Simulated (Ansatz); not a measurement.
This script makes a dielectric-dependent hybrid calculation of AlP, space group F-43m with Ansatz 0.2.0 through its Python package.

Script `ddh_alp.py`:
```python
# -*- coding: utf-8 -*-
"""Dielectric-dependent hybrid for AlP."""

import ansatz as az
import numpy as np


def count_gap(report):
    # lowest empty less highest filled band, counting bands; zero where they overlap
    return max(report.get("gap_by_band_count_ev") or 0.0, 0.0)


def main():
    alp = (
        az.Lattice.of([0.0, 2.7255, 2.7255], [2.7255, 0.0, 2.7255], [2.7255, 2.7255, 0.0])
        .atom("Al", [0.0, 0.0, 0.0])
        .atom("P", [0.25, 0.25, 0.25])
    )

    base = alp.calculation().kpoints(4).basis(510).occupations("fixed").band_table()
    semilocal = base.functional("pbe").run(threads=1, backend="cpu").report
    hybrid = base.functional(exchange="pbe", correlation="pbe", exact_fraction="inverse_dielectric").run(threads=1, backend="cpu").report
    alpha = hybrid["hybrid"]["exact_exchange_fraction"]
    print(f"fraction of exact exchange {alpha:.4f}, so eps_inf = {1 / alpha:.2f}")
    print(f"gap by band count: {count_gap(semilocal):.3f} eV semilocal, {count_gap(hybrid):.3f} eV hybrid")


if __name__ == "__main__":
    main()
```

What fraction of exact exchange results, and what does it do to the gap?

The fraction is 0.1238, one over a mean dielectric constant (a third of the trace) of 8.07. It opens the gap from 1.547 to 2.241 eV, by 0.69 eV.

The output:

```console
$ python ddh_alp.py
fraction of exact exchange 0.1238, so eps_inf = 8.07
gap by band count: 1.547 eV semilocal, 2.241 eV hybrid
```

Notes:
- Energy and stress may still move on a finer k-point mesh.
- Of the deposited cell: the entry's cell lengths or inner coordinates differ somewhat from later room-temperature determinations.
- The structure is a deposited one; some such entries were measured under pressure or heat, so a shift against it needn't be the functional's error alone.
- Levels are Kohn-Sham eigenvalues on this mesh.
- The gaps are those of a coarse mesh; the run finds the dielectric constant of the semilocal functional on meshes of its own.
- The whole script took 14 s on 1 thread of Arm Neoverse V2, on a shared host, peak memory 0.68 GiB.
